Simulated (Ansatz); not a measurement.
# Where V_O puts its levels in the gap of CaO (Fm-3m)

Charge states of V_O in CaO (Fm-3m), set against the band edges. Model: a cell of 24 host atoms with 1 O taken out.

Program: Ansatz 0.2.0. Level of theory: place-levels on r2SCAN runs: charge-transition levels and formation energies with image-charge correction and potential alignment at the atomic sites; PAW set soft_1. Results are calculated unless marked as measured.

**1. The structure**

The cell holds 23 atoms: 12 Ca and 11 O. Cell: a = 6.782 Å, b = 6.782 Å, c = 10.173 Å, α = 60.0°, β = 60.0°, γ = 60.0°. It derives from CaO (space group Fm-3m). Nearest the centre at fractional (0.750, 0.250, 0.500): Ca5 at 2.40 Å, Ca20 at 2.40 Å, Ca22 at 2.40 Å, Ca9 at 2.40 Å, Ca16 at 2.40 Å, Ca3 at 2.40 Å, O10 at 3.39 Å, O14 at 3.39 Å.

The host's dielectric constants go in as inputs: 3.85 for the electrons alone, 16.67 with the ions, computed on the host (DFPT, PBEsol, on the r2SCAN cell), and a cell off the functional's own equilibrium shifts the ionic part.

The cell's shortest repeat is 6.8 Å.

**2. The runs of each charge state**

Levels follow from differences of total energies between charge states, each relaxed by itself.

Each atom starts 0.05 Å or so off its site in a random direction: a symmetric start keeps its symmetry, and would miss off-centre moves and Jahn–Teller distortions. Forces are taken at one point at (¼, ¼, ¼). The cell holds 1 electron more than the neutral one, with a uniform background that keeps it neutral on the whole. The electron count is odd, so at least one spin is unpaired; this run locks the moment at 1 μB.

The sampling was tested on the host first: at the k-points planned (1x1x1 shifted 0.25 0.25 0.25) its energy lies 0.015 eV an atom from the dense-mesh value, under the bound of 0.02 eV set for this test; that bounds the host's error, not the defect's.

One of the inputs; charge, spin and start change from state to state.

qm1_M1.relax/input.yaml

```yaml
crystal:
  lattice:
    - [0.0, 4.79538477, 4.79538477]
    - [4.79538477, 0.0, 4.79538477]
    - [7.19307716, 7.19307716, 0.0]
  atoms:
    - { symbol: Ca, position: [0.0, 0.0, 0.0] }
    - { symbol: O, position: [0.25, 0.25, 0.16666667] }
    - { symbol: Ca, position: [0.0, 0.0, 0.33333333] }
    - { symbol: O, position: [0.25, 0.25, 0.5] }
    - { symbol: Ca, position: [0.0, 0.0, 0.66666667] }
    - { symbol: O, position: [0.25, 0.25, 0.83333333] }
    - { symbol: Ca, position: [0.0, 0.5, 0.0] }
    - { symbol: O, position: [0.25, 0.75, 0.16666667] }
    - { symbol: Ca, position: [0.0, 0.5, 0.33333333] }
    - { symbol: O, position: [0.25, 0.75, 0.5] }
    - { symbol: Ca, position: [0.0, 0.5, 0.66666667] }
    - { symbol: O, position: [0.25, 0.75, 0.83333333] }
    - { symbol: Ca, position: [0.5, 0.0, 0.0] }
    - { symbol: O, position: [0.75, 0.25, 0.16666667] }
    - { symbol: Ca, position: [0.5, 0.0, 0.33333333] }
    - { symbol: Ca, position: [0.5, 0.0, 0.66666667] }
    - { symbol: O, position: [0.75, 0.25, 0.83333333] }
    - { symbol: Ca, position: [0.5, 0.5, 0.0] }
    - { symbol: O, position: [0.75, 0.75, 0.16666667] }
    - { symbol: Ca, position: [0.5, 0.5, 0.33333333] }
    - { symbol: O, position: [0.75, 0.75, 0.5] }
    - { symbol: Ca, position: [0.5, 0.5, 0.66666667] }
    - { symbol: O, position: [0.75, 0.75, 0.83333333] }
  host:
    repeats: [2, 2, 3]
    atoms:
      - { symbol: Ca, position: [0.0, 0.0, 0.0] }
      - { symbol: O, position: [0.5, 0.5, 0.5] }
total_charge: -1
basis:
  ecutwfc: 500
  xc_grid: 2
hamiltonian:
  xc: r2scan
  pseudopotentials: { kind: paw, azcp: { folder: soft_1 } }
kpoints:
  mp_grid: { grid: [1, 1, 1], shift: [0.25, 0.25, 0.25] }
magnetization:
  spin_polarized: true
  initial_magnetization: 1
  spin_locking: { lock_magnetization: hard }
scf:
  occupations: { method: fixed }
  max_iter: 100
output:
  forces: true
  charged_corrections:
    epsilon: 3.85
    static_epsilon: 16.67
    defect_position: [0.75, 0.25, 0.5]
relax:
  f_tol: 0.02
  max_steps: 80
  random_displacement: { amplitude: 0.05, seed: 9026 }
checkpoint:
  write: "../qm1_M1.relax.run"
  compress: false
  write_wavefunctions: true
  write_every: 100000
```

Run with:

```console
$ ansatz run input.yaml --threads 4 --pin off --max-ram 7536MiB --backend cpu --events-out ev --progress --plain --runs-dir out
```

Defect states can disperse in a cell of this size, so the energy is taken again at a 2×2×2 shifted mesh, on the relaxed structure.

The run of this state that the levels use, under r2SCAN:

qm1_M1.point/input.yaml

```yaml
crystal:
  checkpoint: "../qm1_M1.relax.run"
  host: checkpoint
total_charge: -1
basis:
  ecutwfc: 500
  xc_grid: 2
hamiltonian:
  xc: r2scan
  pseudopotentials: { kind: paw, azcp: { folder: soft_1 } }
kpoints:
  mp_grid: { grid: [2, 2, 2], shift: [0.5, 0.5, 0.5] }
magnetization:
  spin_polarized: true
  initial_magnetization: 1
  spin_locking: { lock_magnetization: hard }
scf:
  occupations: { method: fermi_dirac, width: 0.01 }
  max_iter: 100
output:
  forces: true
  eigenvalues: true
  charged_corrections:
    epsilon: 3.85
    static_epsilon: 16.67
    defect_position: [0.75, 0.25, 0.5]
  eigenstates: { localisation: true }
  populations: true
  efg: {}
checkpoint:
  read: "../qm1_M1.relax.run"
  write: "../qm1_M1.point.run"
  compress: false
  write_wavefunctions: false
  write_every: 100000
```

Relaxations under r2SCAN at one point at (¼, ¼, ¼); times on 4 threads of Arm Neoverse V1, shared host:

| charge | moment (μB) | occupations | outcome | steps | largest displacement against the far atoms (Å) | time |
| --- | --- | --- | --- | --- | --- | --- |
| −1 | 1 | fixed | converged | 6 | 0.06 | 54 s |
| 0 | 0 | fixed | converged | 7 | 0.06 | 23 s |
| +1 | 1 | fixed | converged | 6 | 0.11 | 47 s |
| +2 | 0 | fixed | converged | 5 | 0.17 | 20 s |

Single points under r2SCAN at a 2×2×2 shifted mesh; times on 4 threads of Arm Neoverse V1, shared host:

| charge | moment (μB) | occupations | outcome | time |
| --- | --- | --- | --- | --- |
| −1 | 1 | fermi-dirac | converged | 39 s |
| 0 | 0 | fermi-dirac | converged | 16 s |
| +1 | 1 | fermi-dirac | converged | 39 s |
| +2 | 0 | fermi-dirac | converged | 16 s |

Distances (Å) from the ideal centre to the nearest atoms after relaxation with r2SCAN:

| charge | moment (μB) | 1. | 2. | 3. | 4. | 5. | 6. |
| --- | --- | --- | --- | --- | --- | --- | --- |
| −1 | 1 | Ca 2.43 | Ca 2.44 | Ca 2.45 | Ca 2.45 | Ca 2.46 | Ca 2.46 |
| 0 | 0 | Ca 2.42 | Ca 2.43 | Ca 2.45 | Ca 2.45 | Ca 2.46 | Ca 2.46 |
| +1 | 1 | Ca 2.47 | Ca 2.48 | Ca 2.49 | Ca 2.49 | Ca 2.51 | Ca 2.52 |
| +2 | 0 | Ca 2.54 | Ca 2.55 | Ca 2.56 | Ca 2.56 | Ca 2.57 | Ca 2.57 |

**3. place-levels, r2SCAN**

A charged cell interacts with its images and the background, and its potential has another zero than the host's. place-levels removes the first by a point-charge model, screened by the static dielectric constant since the ions have relaxed around the charge, and the second by comparing potentials at atoms far from the defect.

The host is a run of the defect-free crystal in the same cutoffs, grids and k-points, so that basis and sampling errors cancel in part in the differences. The host is run in a cell of 2 atoms on a matching mesh. Its band edges are searched through the zone by a band path, so the gap is smaller than, or equal to, that on the mesh. Chemical potentials are energies per atom of O (O2 molecule), run with the same functional and cutoff.

levels.point.yaml

```yaml
host:
  run: host.point.run
states: [qm1_M1.point.run, q0.point.run, qp1_M1.point.run, qp2.point.run]
geometry_from:
  qm1_M1.point.run: qm1_M1.relax.run
  q0.point.run: q0.relax.run
  qp1_M1.point.run: qp1_M1.relax.run
  qp2.point.run: qp2.relax.run
chemical_potentials:
  O:
    energy: -565.989614
    dataset: <sha256 of the dataset>
epsilon: 3.85
static_epsilon: 16.67
vertical:
  - { from: qm1_M1.point.run, to: qm1_M1.point_neutral.run }
  - { from: qp1_M1.point.run, to: qp1_M1.point_neutral.run }
  - { from: qp2.point.run, to: qp2.point_neutral.run }
```

Run with:

```console
$ ansatz place-levels levels.point.yaml -- --threads 4 --pin off --max-ram 7536MiB
```

Numbers of over 12 decimals in the logs are rounded to 6 here.

What it wrote:

```text
[... repeated set-up lines and file paths are left out, and long positions are rounded to six places ...]
(+2/+1) 1.481 eV above the valence edge, 2.717 eV under the conduction edge
(+1/0) 3.282 eV above the valence edge, 0.916 eV under the conduction edge
(0/-1) 4.198 eV above the valence edge (+4.767 eV without the band-filling correction), 0.000 eV under the conduction edge
formation energy of charge +2: +2.574 eV with the Fermi level at the valence edge
formation energy of charge +1: +4.055 eV with the Fermi level at the valence edge
formation energy of charge 0: +7.337 eV with the Fermi level at the valence edge
formation energy of charge -1: +11.535 eV with the Fermi level at the valence edge
vertical -1 to 0: no energy, since no alignment is typed
  the change from vertical[0].from (qm1_M1.point.run) to vertical[0].to (qm1_M1.point_neutral.run): by its potential at epsilon 3.85 it is spread over the cell along a vector, with an rms radius of about 5.0 Å (2.7 2.7 3.3 Å across the planes of the cell's [...]
vertical +1 to 0: no energy, since no alignment is typed
  the change from vertical[1].from (qp1_M1.point.run) to vertical[1].to (qp1_M1.point_neutral.run): by its potential at epsilon 3.85 it stands at 0.750 0.251 0.501, with an rms radius of about 1.0 Å (0.5 0.5 0.6 Å across the planes of the cell's vectors); [...]
vertical +2 to 0: no energy, since no alignment is typed
  the change from vertical[2].from (qp2.point.run) to vertical[2].to (qp2.point_neutral.run): by its potential at epsilon 3.85 it stands at 0.750 0.250 0.501, with an rms radius of about 0.9 Å (0.4 0.4 0.6 Å across the planes of the cell's vectors); [...]
  edges by r2scan, gap 4.198 eV; the host is sampled to repeats of 13.56 Å
  the defect's cells are sampled to repeats of 13.56 Å, like sampling
  charge +2: -28175.4396 eV with its correction of +0.256 eV, at epsilon 16.67, aligned at sites: -0.2199 eV, mean over 17 atomic sites at or beyond 3.39 Å from the defect at [0.7500, 0.2500, 0.5000], with -0.132072 for the charge's moments and without [...]
  charge +1: -28166.5221 eV with its correction of -0.074 eV, at epsilon 16.67, aligned at sites: -0.2481 eV, mean over 17 atomic sites at or beyond 3.39 Å from the defect at [0.7500, 0.2500, 0.5000], with -0.076836 for the charge's moments and without [...]
  charge 0: +0.000 eV for its dipole among its images, +0.000 omitted
  charge -1: -28143.6010 eV with its correction of +0.380 eV, at epsilon 16.67, aligned at sites: -0.2056 eV, mean over 17 atomic sites at or beyond 3.39 Å from the defect at [0.7500, 0.2500, 0.5000], with +0.000000 for the charge's moments and without [...]
  of states[3] (qp2.point.run): its alignment with the host at atomic sites is doubtful: the mean over the far sites moves by +0.5062 eV from their farther parts to their nearer, more than 0.05 eV. [...]
  of states[2] (qp1_M1.point.run): its alignment with the host at atomic sites is doubtful: the mean over the far sites moves by +0.2911 eV from their farther parts to their nearer, more than 0.05 eV. [...]
  of states[1] (q0.point.run): its alignment with the host at atomic sites is doubtful: the mean over the far sites moves by +0.1112 eV from their farther parts to their nearer, more than 0.05 eV. [...]
  of states[0] (qm1_M1.point.run): it parts from the run at its places by a charge that spreads by about 2.7 Å along one vector (1 Å or more is wide), by its potential at epsilon 3.85, taken for that of held ions (one typed too small widens it), where the [...]
  of vertical[0].from (qm1_M1.point.run): its moments are held at its close (magnetization.spin_locking), by a field of 0.115 eV a Bohr magneton, and its energy and levels are of the state that this holds: a run that lets them go can end lower; [...]
  of vertical[1].from (qp1_M1.point.run): its displacements don't fall off away from the defect: farther atoms stand 0.022 Å off the host's places. [...]
  of vertical[1].to (qp1_M1.point_neutral.run): its displacements don't fall off away from the defect: farther atoms stand 0.022 Å off the host's places. [...]
  of vertical[2].from (qp2.point.run): its displacements don't fall off away from the defect: farther atoms stand 0.039 Å off the host's places. [...]
  of vertical[2].to (qp2.point_neutral.run): its displacements don't fall off away from the defect: farther atoms stand 0.039 Å off the host's places. [...]
```

The job ended after 0.32 s (4 threads of Arm Neoverse V1, shared host).

Levels between the charges placed, in eV above the valence top:

|  | gap (eV) | (+2/+1) | (+1/0) | (0/−1) |
| --- | --- | --- | --- | --- |
| r2SCAN | 4.20 | 1.48 | 3.28 | 4.20 |

Corrections by state:

| charge | moment (μB) | image terms and alignment (eV) | band filling (eV) | ε used | over the lowest of its charge, as the program ranks them, band filling apart (eV) |
| --- | --- | --- | --- | --- | --- |
| +2 | 0.0 | 0.256 | - | 16.67 | 0.000 |
| +1 | 1.0 | -0.074 | - | 16.67 | 0.000 |
| 0 | 0.0 | 0.000 | - | - | 0.000 |
| −1 | 1.0 | 0.380 | -0.569 | 16.67 | 0.000 |

The charged structures listed were also run neutral, and place-levels reads from each pair, by the potential or the spins, how wide the charge is by which they differ; that can be the carrier of either run.

| charge | rms radius (Å) | spread where it is widest against the cell (Å) | wide from (Å) | reading |
| --- | --- | --- | --- | --- |
| +2 | 0.9 | 0.43 | 0.96 | narrow |
| +1 | 1.0 | 0.54 | 0.96 | narrow |
| −1 | 5.0 | 2.67 | 0.96 | wide |

The neutral runs of these pairs need not share the spin of the lowest neutral state, and very wide values only mean spread over the cell.

From the program's caveats on the states, each cut to its opening words:

- charge +2: its alignment with the host at atomic sites is doubtful: the mean over the far sites moves by +0.5062 eV from their farther parts to their nearer, more than [...]
- charge +2: the far atoms show a dipole or second moment of the defect's charge, for which the correction takes or leaves out 0.264 eV: further moments aren't read, and [...]
- charge +2: its displacements don't fall off away from the defect: farther atoms stand 0.039 Å off the host's places
- charge +1 (1 μB): its alignment with the host at atomic sites is doubtful: the mean over the far sites moves by +0.2911 eV from their farther parts to their nearer, more than [...]
- charge +1 (1 μB): the far atoms show a dipole or second moment of the defect's charge, for which the correction takes or leaves out 0.077 eV: further moments aren't read, and [...]
- charge +1 (1 μB): its displacements don't fall off away from the defect: farther atoms stand 0.022 Å off the host's places
- charge +1 (1 μB), −1 (1 μB): flagged: stability check not made
- charge 0: its alignment with the host at atomic sites is doubtful: the mean over the far sites moves by +0.1112 eV from their farther parts to their nearer, more than [...]
- charge −1 (1 μB): it parts from the run at its places by a charge that spreads by about 2.7 Å along one vector (1 Å or more is wide), by its potential at epsilon 3.85, taken for [...]
- charge −1 (1 μB): a band-filling correction moves a carrier to the host's band edge, which changes its energy by -0.569 eV
- charge −1 (1 μB): its alignment with the host at atomic sites is doubtful: the mean over the far sites moves by +0.0506 eV from their farther parts to their nearer, more than [...]
- charge −1 (1 μB): its moments are held at its close (magnetization.spin_locking), by a field of 0.115 eV a Bohr magneton, and its energy and levels are of the state that this [...]

The host's formation energy from the elements is -3.217 eV per atom; it sets how far the chemical potentials can move.

Limit set by the element alone; other compounds of these elements are not counted. Chemical potentials from the elements' reference states: Ca 0.00 eV, O -6.43 eV. Formation energy by charge state (Ca-rich; gap 4.20 eV):

| charge | at valence top (eV) | at conduction bottom (eV) | correction included (eV) |
| --- | --- | --- | --- |
| +2 | -3.86 | 4.54 | 0.26 |
| +1 | -2.38 | 1.82 | -0.07 |
| 0 | 0.90 | 0.90 | 0.00 |
| −1 | 5.10 | 0.90 | -0.19 |

```tsv
Fermi level (eV)	lowest formation energy (eV)
0.00	-3.86
0.38	-3.10
0.76	-2.33
1.14	-1.57
1.53	-0.85
1.91	-0.47
2.29	-0.09
2.67	0.29
3.05	0.68
3.44	0.90
3.82	0.90
4.20	0.90
```

Limit set by the element alone; other compounds of these elements are not counted. Chemical potentials from the elements' reference states: O 0.00 eV, Ca -6.43 eV. Formation energy by charge state (O-rich; gap 4.20 eV):

| charge | at valence top (eV) | at conduction bottom (eV) | correction included (eV) |
| --- | --- | --- | --- |
| +2 | 2.57 | 10.97 | 0.26 |
| +1 | 4.06 | 8.25 | -0.07 |
| 0 | 7.34 | 7.34 | 0.00 |
| −1 | 11.54 | 7.34 | -0.19 |

(Fermi level (eV), lowest formation energy (eV)): (0.00, 2.57), (0.38, 3.34), (0.76, 4.10), (1.14, 4.86), (1.53, 5.58), (1.91, 5.96), (2.29, 6.35), (2.67, 6.73), (3.05, 7.11), (3.44, 7.34), (3.82, 7.34), (4.20, 7.34)

**4. The same at the relaxations' own k-points**

The relaxations' own energies give the levels at their sampling, for comparison.

levels.relax_mesh.yaml

```yaml
host:
  run: host.relax.run
states: [qm1_M1.relax.run, q0.relax.run, qp1_M1.relax.run, qp2.relax.run]
chemical_potentials:
  O:
    energy: -565.989614
    dataset: <sha256 of the dataset>
```

Run with:

```console
$ ansatz place-levels levels.relax_mesh.yaml -- --threads 4 --pin off --max-ram 7536MiB
```

What it wrote:

```text
(+2/+1) 1.395 eV above the valence edge, 2.773 eV under the conduction edge
(+1/0) 3.166 eV above the valence edge, 1.002 eV under the conduction edge
[...]
formation energy of charge +2: +2.484 eV with the Fermi level at the valence edge
formation energy of charge +1: +3.879 eV with the Fermi level at the valence edge
formation energy of charge 0: +7.046 eV with the Fermi level at the valence edge
formation energy of charge -1: +11.303 eV with the Fermi level at the valence edge
  edges by r2scan, gap 4.169 eV; the host is sampled to repeats of 6.78 Å
[... the lines on each state left out ...]
```

Elapsed: 0.1 s, on 4 threads.

Levels between neighbouring charges, in eV above the valence top:

|  | gap (eV) | (+2/+1) | (+1/0) | (0/−1) |
| --- | --- | --- | --- | --- |
| one point at (¼, ¼, ¼) | 4.17 | 1.40 | 3.17 | 4.26 |
| a 2×2×2 shifted mesh | 4.20 | 1.48 | 3.28 | 4.20 |

Going from one point at (¼, ¼, ¼) to a 2×2×2 shifted mesh moves the levels that carry no band-filling term by up to 0.12 eV and formation energies against the elements by up to 0.29 eV; band-filling terms, which differ between samplings, are in these energies.

**5. Results**

| Property | Result |
| --- | --- |
| gap of the host | 4.20 eV (r2SCAN) |
| level (plus 2/plus 1) | 1.48 eV above the valence top |
| level (plus 1/0) | 3.28 eV above the valence top |
| level (0/minus 1) | 4.20 eV above the valence top, at the conduction bottom (4.77 eV above the valence top without the band-filling term) |
| lowest of the charges placed, just above the valence top (0.02 eV) | +2 |
| lowest of the charges placed, just below the conduction bottom (0.02 eV) | 0 |
| lowest formation energy at mid-gap of the charges run, Ca-rich | -0.28 eV |
| lowest formation energy at mid-gap of the charges run, O-rich | 6.15 eV |

Of the charges placed (−1, 0, +1 and +2), the lowest changes at 1.48 eV (+2/+1) and 3.28 eV (+1/0) above the valence top, in a gap of 4.20 eV. Charges above +2 were not placed, so these runs say nothing of levels that involve them. States placed: +2 at 0 μB; +1 at 1 μB; 0 at 0 μB; −1 at 1 μB. Other spin states or structures, where not listed, weren't placed. The program finds carriers beyond a band edge of the host and adds a band-filling term at charge −1 (-0.57 eV); steps to such a charge show no bound level, and a defect level inside a band would be read the same way. Going from one point at (¼, ¼, ¼) to a 2×2×2 shifted mesh moves the levels that carry no band-filling term by up to 0.12 eV and formation energies against the elements by up to 0.29 eV; band-filling terms, which differ between samplings, are in these energies. The program doubts the alignment of potentials for at least one state, a sign that the cell is small. What this leaves open: the images are only 6.8 Å apart; r2SCAN makes the gap too small and tends to spread out bound carriers; where a gas molecule sets a chemical potential or the host's formation energy, its binding is uncorrected; force components of up to 0.16 eV/Å remain in a run at the final settings.

[Logs are printed without paths, hosts, clocks, repeated set-up lines and the standing remarks that a program may print on its own settings, such as how far it seeks lower states.]

[Hosts, paths, dates, database ids (printed as entryN), source tags and the programs' standing remarks are cut or masked in the printed files.]

[Where a table of states has a column of steps, it counts the stored structures, which are thinned; the runs took as many ionic steps or more.]

[A defect's name tells the site on which it was built; relaxed atoms can leave that site.]

[For some hosts the program warned that the k-mesh of the response run may be too coarse for force constants and the static dielectric constant; such warnings are not shown here.]
